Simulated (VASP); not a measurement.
# TaS2 (P-3m1) in VASP: a series of runs, part 2 of 3

VASP 6.6.1.

## (3) Single point, PBEsol+U, collinear spin, ferromagnetic start

The input, INCAR:

```
SYSTEM = TaS2
  PREC = Accurate
  ENCUT = 520
  EDIFF = 1E-7
  ISMEAR = 0
  SIGMA = 0.05
  LREAL = .FALSE.
  LASPH = .TRUE.
  NELM = 80
  ALGO = Fast
  ISIF = 2
  LWAVE = .FALSE.
  LCHARG = .TRUE.
  ISPIN = 2
  MAGMOM = 0.5 0 0
  LORBIT = 11
  LMAXMIX = 4
  LDAU = .TRUE.
  LDAUTYPE = 2
  LDAUL = 2 -1
  LDAUU = 5 0
  LDAUJ = 0 0
  LDAUPRINT = 1
  GGA = PS
  LELF = .TRUE.
  LVHAR = .TRUE.
```

The input, KPOINTS:

```
regular mesh
0
G
  7 7 3
  0 0 0
```

The input, POSCAR:

```
TaS2
1.0
    3.3500014000      0.0000000000      0.0000000000
   -1.6750007000      2.9011863100      0.0000000000
    0.0000000000      0.0000000000      5.8599987400
Ta S
1 2
Direct
    0.0000000000      0.0000000000      0.0000000000
    0.3333333333      0.6666666667      0.2500000000
    0.6666666667      0.3333333333      0.7500000000
```

Potentials or basis: VASP PAW PBE potentials, release 64 (Ta_pv, S).

Run with:

```sh
cat potpaw_PBE.64/Ta_pv/POTCAR potpaw_PBE.64/S/POTCAR > POTCAR
mpirun -np 1 vasp_std > vasp.out
```

OUTCAR:

```text
SYSTEM = TaS2
   PREC = Accurate
   ENCUT = 520
   EDIFF = 1E-7
   ISMEAR = 0
   LREAL = .FALSE.
   LASPH = .TRUE.
   NELM = 80
   ISIF = 2
   ISPIN = 2
   LORBIT = 11
   GGA = PS

 ion  position               nearest neighbor table
   1  0.000  0.000  0.000-   2 2.43   3 2.43   3 2.43   2 2.43   3 2.43   2 2.43
   2  0.333  0.667  0.250-   1 2.43   1 2.43   1 2.43
   3  0.667  0.333  0.750-   1 2.43   1 2.43   1 2.43

  LATTYP: Found a hexagonal cell.
 ALAT       =     3.3500014000
 C/A-ratio  =     1.7492526242

  Lattice vectors:

[... 973 lines left out ...]
  energy-cutoff  :      520.00
  volume of cell :       56.95
      direct lattice vectors                 reciprocal lattice vectors
     3.350001400  0.000000000  0.000000000     0.298507338  0.172343292  0.000000000
    -1.675000700  2.901186310  0.000000000     0.000000000  0.344686584  0.000000000
     0.000000000  0.000000000  5.859998740     0.000000000  0.000000000  0.170648501

 POSITION                                       TOTAL-FORCE (eV/Angst)
 -----------------------------------------------------------------------------------
      0.00000      0.00000      0.00000         0.000000      0.000000      0.000000
     -0.00000      1.93412      1.46500        -0.000000     -0.000000      1.491318
      1.67500      0.96706      4.39500         0.000000      0.000000     -1.491318
 -----------------------------------------------------------------------------------
    total drift:                               -0.000000     -0.000000     -0.000000

  FREE ENERGIE OF THE ION-ELECTRON SYSTEM (eV)
  ---------------------------------------------------
  free  energy   TOTEN  =       -20.1385843443 eV

  energy  without entropy=      -20.1373946954  energy(sigma->0) =      -20.13798952

 total charge

# of ion       s       p       d       tot
------------------------------------------
    1        0.338   6.259   2.138   8.735
    2        1.346   2.413   0.000   3.758
    3        1.346   2.413   0.000   3.758
--------------------------------------------------
tot          3.029  11.085   2.138  16.251

 magnetization (x)

# of ion       s       p       d       tot
------------------------------------------
    1        0.003   0.001   0.126   0.131
    2        0.000  -0.008   0.000  -0.008
    3        0.000  -0.008   0.000  -0.008
--------------------------------------------------
tot          0.004  -0.015   0.126   0.115
```

stdout:

```text
POSCAR found type information on POSCAR TaS
 POSCAR found :  2 types and       3 ions
 scaLAPACK will be used
 -----------------------------------------------------------------------------
|                                                                             |
|                                                                             |
|     You enforced a specific xc type in the INCAR file but a different       |
|     I HOPE YOU KNOW WHAT YOU ARE DOING!                                     |
|                                                                             |
 -----------------------------------------------------------------------------

 LDA part: xc-table for (Slater+PW92), standard interpolation
 POSCAR, INCAR and KPOINTS ok, starting setup
 FFT: planning ... GRIDC
 FFT: planning ... GRID_SOFT
 FFT: planning ... GRID
 WAVECAR not read
 entering main loop
```

Run time: 40 s. Hardware: 1 thread of AMD EPYC 9R45 (Zen 5), shared host; peak memory 0.19 GiB.

What came out:

```yaml
Free_energy: -20.1386 eV
Pressure: 10.4 GPa
Largest_force: 1.491 eV/Å
Band_gap_on_the_k_mesh: none (metal or under the smearing width)
Net_moment: 0.16 μB per cell
Site_moments: Ta +0.13; S -0.01 μB
Valence_electrons_inside_the_program's_atomic_spheres: Ta 8.73; S 3.76
```

Forces on the atoms (eV/Å):
```
Ta   0.000  0.000  0.000
S    0.000  0.000  1.491
S    0.000  0.000 -1.491
```

Eigenvalues of the final occupation matrices:
| site | spin | trace | eigenvalues |
| --- | --- | --- | --- |
| site 1 d | 1 | 1.16 | 0.18 0.20 0.20 0.29 0.29 |
| site 1 d | 2 | 1.03 | 0.16 0.16 0.16 0.27 0.27 |

Caveat: the PAW data sets were made with another functional, which shifts forces and pressure a little; this functional lacks dispersion, which binds the layers, so the pressure and a relaxed spacing across them are unreliable. The state reached can hang on the start; a lower one may exist.

## (4) Single point, PBEsol+U, collinear spin, zero start

The input, INCAR:

```
SYSTEM = TaS2
PREC     = Accurate       ! precision mode
ENCUT    = 520            ! plane-wave cutoff, eV
EDIFF    = 1E-6           ! SCF threshold, eV
ISMEAR   = 0              ! smearing method
SIGMA    = 0.05           ! smearing width, eV
LREAL    = .False.        ! projectors in reciprocal space
LASPH    = .True.         ! aspherical terms in the spheres
NELM     = 100            ! most SCF steps
ALGO     = Fast           ! electronic algorithm
ISIF     = 2              ! what is computed and relaxed
LWAVE    = .False.        ! write WAVECAR
LCHARG   = .False.        ! write CHGCAR
ISPIN    = 2              ! spin polarisation
MAGMOM   = 0 0 0          ! initial moments
LORBIT   = 11             ! projections on sites
LMAXMIX  = 4              ! l up to which the mixer works
LDAU     = .True.         ! DFT+U
LDAUTYPE = 2            
LDAUL    = 2 -1           ! shell
LDAUU    = 5 0            ! U, eV
LDAUJ    = 0 0          
LDAUPRINT= 1            
GGA      = PS             ! functional
```

The input, KPOINTS:

```
regular mesh
0
Gamma
  7 7 3
  0 0 0
```

POSCAR is that of step 3.

Potentials or basis: VASP PAW PBE potentials, release 64 (Ta_pv, S).

Run with:

```sh
cat potpaw_PBE.64/Ta_pv/POTCAR potpaw_PBE.64/S/POTCAR > POTCAR
mpirun -np 1 vasp_std > vasp.out
```

OUTCAR:

```text
SYSTEM = TaS2
   PREC = Accurate
   ENCUT = 520
   EDIFF = 1E-6
   ISMEAR = 0
   LREAL = .False.
   LASPH = .True.
   NELM = 100
   ISIF = 2
   ISPIN = 2
   LORBIT = 11
   GGA = PS

 ion  position               nearest neighbor table
   1  0.000  0.000  0.000-   2 2.43   3 2.43   3 2.43   2 2.43   3 2.43   2 2.43
   2  0.333  0.667  0.250-   1 2.43   1 2.43   1 2.43
   3  0.667  0.333  0.750-   1 2.43   1 2.43   1 2.43

  LATTYP: Found a hexagonal cell.
 ALAT       =     3.3500014000
 C/A-ratio  =     1.7492526242

  Lattice vectors:

 A1 = (   3.3500014000,   0.0000000000,   0.0000000000)
 A2 = (  -1.6750007000,   2.9011863100,   0.0000000000)
 A3 = (   0.0000000000,   0.0000000000,   5.8599987400)

Analysis of symmetry for initial positions (statically):
=====================================================================
 Subroutine PRICEL returns:
 Original cell was already a primitive cell.

 Routine SETGRP: Setting up the symmetry group for a
 hexagonal supercell.

 Subroutine GETGRP returns: Found 12 space group operations
 (whereof 12 operations were pure point group operations)
 out of a pool of 24 trial point group operations.

The static configuration has the point symmetry D_3d.

Analysis of symmetry for dynamics (positions and initial velocities):
=====================================================================
 Subroutine PRICEL returns:
 Original cell was already a primitive cell.

 Routine SETGRP: Setting up the symmetry group for a
 hexagonal supercell.

 Subroutine GETGRP returns: Found 12 space group operations
 (whereof 12 operations were pure point group operations)
 out of a pool of 24 trial point group operations.

The dynamic configuration has the point symmetry D_3d.

Analysis of structural, dynamic, and magnetic symmetry:
=====================================================================
 Subroutine PRICEL returns:
 Original cell was already a primitive cell.

 Routine SETGRP: Setting up the symmetry group for a
 hexagonal supercell.

 Subroutine GETGRP returns: Found 12 space group operations
 (whereof 12 operations were pure point group operations)
 out of a pool of 24 trial point group operations.

The overall configuration has the point symmetry D_3d.

 Subroutine INISYM returns: Found 12 space group operations
 (whereof 12 operations are pure point group operations),
 and found     1 'primitive' translations

----------------------------------------------------------------------------------------

                                     Primitive cell

  volume of cell :      56.9532

  direct lattice vectors                    reciprocal lattice vectors
     3.350001400  0.000000000  0.000000000     0.298507338  0.172343292  0.000000000
    -1.675000700  2.901186310  0.000000000     0.000000000  0.344686584  0.000000000
     0.000000000  0.000000000  5.859998740     0.000000000  0.000000000  0.170648501

  length of vectors
     3.350001400  3.350001396  5.859998740     0.344686584  0.344686584  0.170648501

  position of ions in fractional coordinates (direct lattice)
     0.000000000  0.000000000  0.000000000
     0.333333333  0.666666667  0.250000000
[... 148 lines left out ...]
  o =  0.2758  v =  0.0000  0.0000  0.0000  0.0000  0.0000 -0.0000 -0.9222 -0.0000  0.0000  0.3867      0.0000  0.0000  0.0000  0.0000  0.0000  0.0000  0.0000  0.0000  0.0000  0.0000
  o =  0.2758  v =  0.0000  0.0000  0.0000  0.0000  0.0000 -0.3867  0.0000  0.0000  0.9222 -0.0000      0.0000  0.0000  0.0000  0.0000  0.0000  0.0000  0.0000  0.0000  0.0000  0.0000
  o =  0.2758  v = -0.0000 -0.9223 -0.0000  0.0000  0.3865  0.0000  0.0000  0.0000  0.0000  0.0000      0.0000  0.0000  0.0000  0.0000  0.0000  0.0000  0.0000  0.0000  0.0000  0.0000
  o =  0.2758  v = -0.3865  0.0000  0.0000  0.9223 -0.0000  0.0000  0.0000  0.0000  0.0000  0.0000      0.0000  0.0000  0.0000  0.0000  0.0000  0.0000  0.0000  0.0000  0.0000  0.0000

 number of electron      22.9999999 magnetization      -0.0000672

 Free energy of the ion-electron system (eV)
  ---------------------------------------------------
  ext. energy  EPLUGINS =         0.00000000
  ---------------------------------------------------
  free energy    TOTEN  =       -20.13535673 eV

  energy without entropy =      -20.13263331  energy(sigma->0) =      -20.13399502

 E-fermi :   6.0958     XC(G=0): -10.7049

 val. band max:        6.0735830395   @ k =   0.0000   0.1429   0.3333
 cond. band min:       6.1058968293   @ k =   0.1429   0.0000   0.3333
 fundamental gap:      0.0323137898
 Fermi energy:         6.0957895842

 spin component 1

 k-point     1 :       0.0000    0.0000    0.0000
  band No.  band energies     occupation
      1     -30.4241      1.00000
      2     -30.4172      1.00000
      3     -30.4172      1.00000
      4      -9.5196      1.00000
      5      -7.3505      1.00000
      6      -1.3078      1.00000
      7       1.6233      1.00000
      8       1.6233      1.00000
      9       4.3700      1.00000
     10       4.9281      1.00000
     11       4.9281      1.00000
     12       6.1522      0.05535
[... 330 lines left out ...]
      1     -30.6484      1.00000
      2     -30.5737      1.00000
      3     -30.3639      1.00000
      4      -7.3347      1.00000
      5      -7.1835      1.00000
      6      -0.3922      1.00000
      7       0.1016      1.00000
      8       0.8111      1.00000
      9       1.7395      1.00000
     10       2.1775      1.00000
     11       2.5023      1.00000
     12       7.0145      0.00000
     13       7.3190      0.00000
     14       8.5694      0.00000
     15       9.9414      0.00000
 Fermi energy:         6.0957895842

 spin component 2

 k-point     1 :       0.0000    0.0000    0.0000
  band No.  band energies     occupation
      1     -30.4240      1.00000
      2     -30.4171      1.00000
      3     -30.4171      1.00000
      4      -9.5196      1.00000
      5      -7.3505      1.00000
      6      -1.3079      1.00000
      7       1.6233      1.00000
      8       1.6233      1.00000
      9       4.3700      1.00000
     10       4.9281      1.00000
     11       4.9281      1.00000
     12       6.1524      0.05475
[... 331 lines left out ...]
      2     -30.5736      1.00000
      3     -30.3638      1.00000
      4      -7.3347      1.00000
      5      -7.1835      1.00000
      6      -0.3922      1.00000
      7       0.1016      1.00000
      8       0.8111      1.00000
      9       1.7395      1.00000
     10       2.1775      1.00000
     11       2.5023      1.00000
     12       7.0145      0.00000
     13       7.3190      0.00000
     14       8.5694      0.00000
     15       9.9415      0.00000

------------------------ aborting loop because EDIFF is reached ----------------------------------------

  FORCE on cell =-STRESS in cart. coord.  units (eV):
  Direction    XX          YY          ZZ          XY          YZ          ZX
  --------------------------------------------------------------------------------------
  -------------------------------------------------------------------------------------
  Total        3.3130475      3.3130475      4.3922605      0.0000000      0.0000000      0.0000000
  in kB       93.2009025     93.2009022    123.5607526      0.0000000      0.0000000      0.0000000
  external PRESSURE =     103.3208525 kB  Pullay stress =       0.0000000 kB

 VOLUME and BASIS-vectors are now :
 -----------------------------------------------------------------------------
  energy-cutoff  :      520.00
  volume of cell :       56.95
      direct lattice vectors                 reciprocal lattice vectors
     3.350001400  0.000000000  0.000000000     0.298507338  0.172343292  0.000000000
    -1.675000700  2.901186310  0.000000000     0.000000000  0.344686584  0.000000000
     0.000000000  0.000000000  5.859998740     0.000000000  0.000000000  0.170648501

 POSITION                                       TOTAL-FORCE (eV/Angst)
 -----------------------------------------------------------------------------------
      0.00000      0.00000      0.00000        -0.000000      0.000000      0.000000
     -0.00000      1.93412      1.46500         0.000000      0.000000      1.523096
      1.67500      0.96706      4.39500        -0.000000     -0.000000     -1.523096
 -----------------------------------------------------------------------------------
    total drift:                               -0.000000     -0.000000     -0.000000

  FREE ENERGIE OF THE ION-ELECTRON SYSTEM (eV)
  ---------------------------------------------------
  free  energy   TOTEN  =       -20.1353567270 eV

  energy  without entropy=      -20.1326333103  energy(sigma->0) =      -20.13399502

 total charge

# of ion       s       p       d       tot
------------------------------------------
    1        0.338   6.259   2.136   8.733
    2        1.346   2.412   0.000   3.758
    3        1.346   2.412   0.000   3.758
--------------------------------------------------
tot          3.029  11.084   2.136  16.249

 magnetization (x)

# of ion       s       p       d       tot
------------------------------------------
    1        0.000  -0.000   0.000   0.000
    2        0.000  -0.000   0.000  -0.000
    3        0.000  -0.000   0.000  -0.000
--------------------------------------------------
tot          0.000  -0.000   0.000   0.000
```

It took 41 s on 1 thread of AMD EPYC 9R45 (Zen 5), shared host; peak memory 0.19 GiB.

What came out:

| Item | Value |
| --- | --- |
| Free energy | -20.1354 eV |
| Pressure | 10.3 GPa |
| Largest force | 1.523 eV/Å |
| Band gap on the k mesh | none (metal or under the smearing width) |
| Net moment | 0.00 μB per cell |
| Valence electrons inside the program's atomic spheres | Ta 8.73; S 3.76 |

Forces on the atoms (eV/Å):
```
Ta   0.000  0.000  0.000
S    0.000  0.000  1.523
S    0.000  0.000 -1.523
```

Levels at points of the mesh, in eV from the Fermi level:
Spin up:
| k point | band 8 | band 9 | band 10 | band 11 | band 12 | band 13 | band 14 | band 15 |
| --- | --- | --- | --- | --- | --- | --- | --- | --- |
| (0.00, 0.00, 0.00) | -4.47 | -1.73 | -1.17 | -1.17 | 0.06 | 0.06 | 0.30 | 4.40 |
Spin down:
| k point | band 9 | band 10 | band 11 | band 12 | band 13 | band 14 |
| --- | --- | --- | --- | --- | --- | --- |
| (0.00, 0.00, 0.00) | -1.73 | -1.17 | -1.17 | 0.06 | 0.06 | 0.30 |

Eigenvalues of the final occupation matrices:
| site | spin | trace | eigenvalues |
| --- | --- | --- | --- |
| site 1 d | 1 | 1.09 | 0.17 0.18 0.18 0.28 0.28 |
| site 1 d | 2 | 1.09 | 0.17 0.18 0.18 0.28 0.28 |

Caveat: the PAW data sets were made with another functional, which shifts forces and pressure a little; this functional lacks dispersion, which binds the layers, so the pressure and a relaxed spacing across them are unreliable. Spin-orbit coupling is left out, which matters for the levels of Ta.

[end of part 2 of 3]
